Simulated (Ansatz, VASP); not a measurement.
**Rh in VASP and in Ansatz**

INCAR

```
SYSTEM = Rh
ALGO = Normal
EDIFF = 1E-6
ENCUT = 520
GGA = PE
ISIF = 2
ISMEAR = -1
LASPH = .TRUE.
LCHARG = .FALSE.
LREAL = .FALSE.
LWAVE = .FALSE.
NBANDS = 14
NELM = 100
PREC = Accurate
SIGMA = 0.05
```

Contents of KPOINTS:

```
k-points
0
G
  12 12 12
  0 0 0
```

Contents of POSCAR:

```
Rh
1.0
    0.0000000000      1.9350721950      1.9350721950
    1.9350721950      0.0000000000      1.9350721950
    1.9350721950      1.9350721950      0.0000000000
Rh
1
Direct
    0.0000000000      0.0000000000      0.0000000000
```

File input.yaml:

```yaml
crystal:
  lattice:
    - [0.0, 1.935072195, 1.935072195]
    - [1.935072195, 0.0, 1.935072195]
    - [1.935072195, 1.935072195, 0.0]
  atoms:
    - { symbol: Rh, position: [0.0, 0.0, 0.0] }
hamiltonian:
  xc: pbe
  pseudopotentials: { kind: paw }
kpoints:
  mp_grid: { grid: [12, 12, 12] }
scf:
  occupations: { method: fermi_dirac, width: 0.05 }
output:
  forces: true
  stress: true
  eigenvalues: true
```

Alike in both runs: task single point; functional PBE; k mesh 12 × 12 × 12; occupations fermi-dirac, width 0.05 eV; no spin polarisation.

```csv
,VASP,Ansatz
version,VASP 6.6.1,Ansatz 0.2.0
potentials or method,"VASP PAW PBE potentials, release 64 (Rh_pv)",Ansatz PAW
plane-wave cutoff (eV),520,420
valence electrons in the cell,15,17
```

|  | VASP | Ansatz | Ansatz less VASP |
| --- | --- | --- | --- |
| gap on the k mesh at the Fermi level (eV) | none | none | - |
| pressure (GPa) | -7.5 | -7.6 | -0.03 |

A gap of «none» marks a metal or a gap that the smearing closes. The functional is the same, so the differences come from potentials, cutoffs and numerics. The two sets of potentials don't hold the same shells in valence.
